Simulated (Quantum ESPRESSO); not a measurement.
## HgTe in Quantum ESPRESSO: convergence with density cutoff

HgTe:

```xyz
2
Lattice="0.0000 3.1800 3.1800 3.1800 0.0000 3.1800 3.1800 3.1800 0.0000" Properties=species:S:1:pos:R:3 pbc="T T T"
Hg    0.0000    0.0000    0.0000
Te    3.1800    3.1800    3.1800
```

Measurements of this composition are mostly on another form, of space group No. 216.

```yaml
Program: Quantum ESPRESSO 7.5
Task: single point
Functional: LDA
Potentials_or_basis: GBRV 1.5 LDA
Cutoff: 612 eV
Density_cutoff: 2449 eV
k_mesh: 7 × 7 × 7
Occupations: fermi-dirac, width 0.136 eV
Spin: no spin polarisation
```

These are the settings of the first run; the series varies density cutoff, with any setting tied to it.

Hardware: 1 thread of Arm Neoverse V2 (shared host).

| density cutoff | energy less the tightest run, at zero smearing (meV/atom) | SCF cycles | CPU time (s) | peak memory (GiB) |
| --- | --- | --- | --- | --- |
| 180 Ry | 0.07 | 9 | 12 | 0.12 |
| 225 Ry | -0.04 | 9 | 13 | 0.12 |
| 270 Ry | -0.04 | 9 | 14 | 0.15 |
| 315 Ry | 0.00 | 9 | 15 | 0.18 |
| 360 Ry | 0.01 | 9 | 16 | 0.21 |
| 450 Ry | -0.01 | 9 | 19 | 0.28 |
| 540 Ry | 0.00 | 9 | 21 | 0.36 |
| 720 Ry | 0.00 | 9 | 27 | 0.54 |

Against the tightest run, the energy stays within 1 meV/atom from 180 Ry on. The tightest run that finished is the yardstick and may itself not be fully converged.

The run has no spin-orbit coupling, so splittings on Hg, Te are missing.
